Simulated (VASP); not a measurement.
# H (I4/mmm) in VASP: notebook

Runs on H. Level: PBE. Tasks: single point.

Everything below comes from runs of VASP 6.6.1. Logs are shortened: lines on timing, memory, paths and dates and some standing lists are left out, and cuts for length are marked.

**1. The structure**

Symmetry: I4/mmm, No. 139, tetragonal system. The conventional cell has a = 3.383 Å, b = 3.383 Å, c = 4.117 Å, α = 90.00°, β = 90.00°, γ = 90.00°. H (site symmetry 4mm) is surrounded by 1 H at 0.74 Å.

**2. Single point, PBE**

Contents of INCAR:

```
SYSTEM = H
PREC = Accurate
ENCUT = 450
EDIFF = 1E-6
ISMEAR = 1
SIGMA = 0.2
LREAL = .False.
LASPH = .True.
NELM = 100
ALGO = Normal
ISIF = 2
LWAVE = .False.
LCHARG = .False.
GGA = PE
NBANDS = 8
ADDGRID = .False.
```

Contents of KPOINTS:

```
regular mesh
0
Gamma
  12 12 12
  0 0 0
```

Contents of POSCAR:

```
H
1.0
   -1.6915344700      1.6915344700      2.0584739900
    1.6915344700     -1.6915344700      2.0584739900
    1.6915344700      1.6915344700     -2.0584739900
H
2
Direct
    0.0901377100      0.0901377100      0.0000000000
    0.9098622900      0.9098622900      0.0000000000
```

Potentials or basis: VASP PAW PBE potentials, release 64 (H).

Command:

```
cat potpaw_PBE.64/H/POTCAR > POTCAR
mpirun -np 1 vasp_std > vasp.out
```

OUTCAR:

```text
SYSTEM = H
   PREC = Accurate
   ENCUT = 450
   EDIFF = 1E-6
   ISMEAR = 1
   LREAL = .False.
   LASPH = .True.
   NELM = 100
   ISIF = 2
   GGA = PE

 Found    163 irreducible k-points:

 Following reciprocal coordinates:
            Coordinates               Weight
  0.000000  0.000000  0.000000      1.000000
  0.083333  0.000000 -0.000000      8.000000
  0.166667 -0.000000  0.000000      8.000000
  0.250000 -0.000000  0.000000      8.000000
  0.333333 -0.000000  0.000000      8.000000
  0.416667 -0.000000  0.000000      8.000000
   k-points           NKPTS =    163   k-points in BZ     NKDIM =    163   number of bands    NBANDS=      8
   number of dos      NEDOS =    301   number of ions     NIONS =      2
   total plane-waves  NPLWV =  13824
   dimension x,y,z NGX =    24 NGY =   24 NGZ =   24
   dimension x,y,z NGXF=    48 NGYF=   48 NGZF=   48
   ions per type =               2
   NGX,Y,Z   is equivalent  to a cutoff of  12.64, 12.64, 12.64 a.u.
   NGXF,Y,Z  is equivalent  to a cutoff of  25.29, 25.29, 25.29 a.u.
 SYSTEM =  H
   PREC   = accura    normal or accurate (medium, high low for compatibility)
   ISTART =      0    job   : 0-new  1-cont  2-samecut
   ICHARG =      2    charge: 1-file 2-atom 10-const
   ISPIN  =      1    spin polarized calculation?
   LNONCOLLINEAR =      F non collinear calculations
   LSORBIT =      F    spin-orbit coupling
   LASPH  =      T    aspherical Exc in radial PAW
   ENCUT  =  450.0 eV  33.07 Ry    5.75 a.u.   5.46  5.46  5.46*2*pi/ulx,y,z
   NELM   =    100;   NELMIN=  2; NELMDL= -5     # of ELM steps
   EDIFF  = 0.1E-05   stopping-criterion for ELM
   LREAL  =      F    real-space projection
   EDIFFG = 0.1E-04   stopping-criterion for IOM
   NSW    =      0    number of steps for IOM
   IBRION =     -1    ionic relax: 0-MD 1-quasi-New 2-CG
   NFREE  =      0    steps in history (QN), initial steepest desc. (CG)
   ISIF   =      2    stress and relaxation
   ISYM   =      2    0-nonsym 1-usesym 2-fastsym
   POTIM  = 0.5000    time-step for ionic-motion
   TEBEG  =    0.0;   TEEND  =   0.0 temperature during run
   PSTRESS=    0.0 pullay stress
   NELECT =       2.0000    total number of electrons
   NUPDOWN=      -1.0000    fix difference up-down
   EMIN   =  10.00;   EMAX   =-10.00  energy-range for DOS
   EFERMI =   0.00;   METHOD = LEGACY
   ISMEAR =     1;   SIGMA  =   0.20  broadening in eV -4-tet -1-fermi 0-gaus
   EFERMI_NEDOS =   21; number of points for ismear=-14 and -15
   IALGO  =     38    algorithm
   IMIX   =      4    mixing-type and parameters
     AMIX     =   0.40;   BMIX     =  1.00
     AMIX_MAG =   1.60;   BMIX_MAG =  1.00
  volume/ion in A,a.u.               =      11.78        79.49
  Fermi-wavevector in a.u.,A,eV,Ry     =   0.719497  1.359653  7.043413  0.517676
  Thomas-Fermi vector in A             =   1.808708
   LORBIT       =      0    0 simple, 1 ext, 2 COOP (PROOUT), +10 PAW based schemes
   GGA     = PE    functional components
   LHFCALC =     F    Hartree Fock is set to
   AEXX    =    0.0000 exact exchange contribution
   IVDW    =     0    specifies the selected vdW correction
   LEPSILON=     F    determine dielectric tensor
   LRPA    =     F    only Hartree local field effects (RPA)
 non-spin polarized calculation
 Methfessel and Paxton  Order N= 1 SIGMA  =   0.20
  energy-cutoff  :      450.00
  volume of cell :       23.56
 maximum number of plane-waves:       526
 NGX is ok and might be reduce to    24
   NGX = 11   NGY = 11   NGZ = 11

 number of electron       2.0000000 magnetization

 Free energy of the ion-electron system (eV)
  ---------------------------------------------------
  ext. energy  EPLUGINS =         0.00000000
  ---------------------------------------------------
  free energy    TOTEN  =        -6.77607826 eV

  energy without entropy =       -6.77725763  energy(sigma->0) =       -6.77647139

 E-fermi :  -8.1228     XC(G=0):  -5.3449

 val. band max:       -8.1532625062   @ k =   0.5000   0.5000   0.5000
 cond. band min:       0.7807162350   @ k =   0.5000  -0.0000   0.0000
 fundamental gap:      8.9339787412
 Fermi energy:        -8.1227651776

 k-point     1 :       0.0000    0.0000    0.0000
  band No.  band energies     occupation
      1     -10.5217      2.00000
      2       5.4485      0.00000
      3       8.9355      0.00000
      4      15.3797      0.00000
      5      15.3797      0.00000
      6      17.4502      0.00000
      7      17.4503      0.00000
      8      18.9859      0.00000

 k-point     2 :       0.0833    0.0000   -0.0000
  band No.  band energies     occupation
      1     -10.4373      2.00000
      2       5.0446      0.00000
      3       9.1077      0.00000
      4      14.4976      0.00000
      5      14.7819      0.00000
      6      17.5361      0.00000
      7      18.0087      0.00000
      8      18.6108      0.00000

 k-point     3 :       0.1667   -0.0000    0.0000
  band No.  band energies     occupation
      1     -10.1964      2.00000
      2       4.0904      0.00000
      3       9.3896      0.00000
      4      12.8750      0.00000
      5      13.8736      0.00000
      6      17.7445      0.00000
      7      18.1986      0.00000
      8      18.5992      0.00000

 k-point     4 :       0.2500   -0.0000    0.0000
  band No.  band energies     occupation
      1      -9.8364      2.00000
      2       2.9437      0.00000
      3       9.4898      0.00000
      4      11.5742      0.00000
      5      13.1176      0.00000
      6      16.6996      0.00000
      7      17.6392      0.00000
      8      19.6094      0.00000

 k-point     5 :       0.3333   -0.0000    0.0000
  band No.  band energies     occupation
      1      -9.4311      2.00000
      2       1.8606      0.00000
      3       9.2763      0.00000
      4      10.8960      0.00000
      5      12.5798      0.00000
      6      15.8251      0.00000
      7      17.2499      0.00000
      8      19.8266      0.00000

 k-point     6 :       0.4167   -0.0000    0.0000
  band No.  band energies     occupation
      1      -9.0955      2.00000
      2       1.0725      0.00000
      3       8.9478      0.00000
      4      10.6803      0.00000
      5      12.2636      0.00000
      6      15.2733      0.00000
      7      17.3239      0.00000
      8      18.8000      0.00000

 [... further k-points ...]

------------------------ aborting loop because EDIFF is reached ----------------------------------------

  FORCE on cell =-STRESS in cart. coord.  units (eV):
  Direction    XX          YY          ZZ          XY          YZ          ZX
  --------------------------------------------------------------------------------------
  -------------------------------------------------------------------------------------
  Total       -0.0136015     -0.0136015      0.1759164      0.0000000      0.0000000      0.0000000
  in kB       -0.9249738     -0.9249738     11.9632660      0.0000000      0.0000000      0.0000000
  external PRESSURE =       3.3711061 kB  Pullay stress =       0.0000000 kB

 VOLUME and BASIS-vectors are now :
 -----------------------------------------------------------------------------
  energy-cutoff  :      450.00
  volume of cell :       23.56
      direct lattice vectors                 reciprocal lattice vectors
    -1.691534470  1.691534470  2.058473990     0.000000000  0.295589602  0.242898381
     1.691534470 -1.691534470  2.058473990     0.295589602  0.000000000  0.242898381
     1.691534470  1.691534470 -2.058473990     0.295589602  0.295589602  0.000000000

 POSITION                                       TOTAL-FORCE (eV/Angst)
 -----------------------------------------------------------------------------------
      0.00000      0.00000      0.37109         0.000000      0.000000      0.276417
      0.00000      0.00000      3.74586        -0.000000     -0.000000     -0.276417
 -----------------------------------------------------------------------------------
    total drift:                               -0.000000      0.000000      0.000000

  FREE ENERGIE OF THE ION-ELECTRON SYSTEM (eV)
  ---------------------------------------------------
  free  energy   TOTEN  =        -6.7760782650 eV

  energy  without entropy=       -6.7772576284  energy(sigma->0) =       -6.77647139
```

It took 26 s on 1 thread of Intel Xeon Platinum 8259CL at 2.50GHz (Skylake/Cascade Lake), shared host; peak memory 0.14 GiB.

The run converged, but some of its settings lie outside the range that counts as converged, so its numbers aren't taken as properties of the crystal.

Results:

```yaml
Free_energy: -6.7761 eV
Pressure: 0.3 GPa
Largest_force: 0.276 eV/Å
Band_gap_on_the_k_mesh: 8.93 eV, indirect (least direct gap 9.74 eV)
```

**3. Single point, PBE**

Edit INCAR of step 2 so:

```diff
@@ -2,3 +2,3 @@
 PREC = Accurate
-ENCUT = 450
+ENCUT = 350
 EDIFF = 1E-6
```

Contents of KPOINTS:

```
regular mesh
0
Gamma
  14 14 14
  0 0 0
```

POSCAR is that of step 2.

Potentials or basis: VASP PAW PBE potentials, release 64 (H).

Command:

```
cat potpaw_PBE.64/H/POTCAR > POTCAR
mpirun -np 1 vasp_std > vasp.out
```

It took 20 s on 1 thread of Intel Xeon Platinum 8259CL at 2.50GHz (Skylake/Cascade Lake), shared host; peak memory 0.13 GiB.

The run converged, but some of its settings lie outside the range that counts as converged, so its numbers aren't taken as properties of the crystal.

Results:

- Free energy: -6.7550 eV
- Pressure: -0.6 GPa
- Largest force: 0.294 eV/Å
- Band gap on the k mesh: 8.91 eV, indirect (least direct gap 9.73 eV)
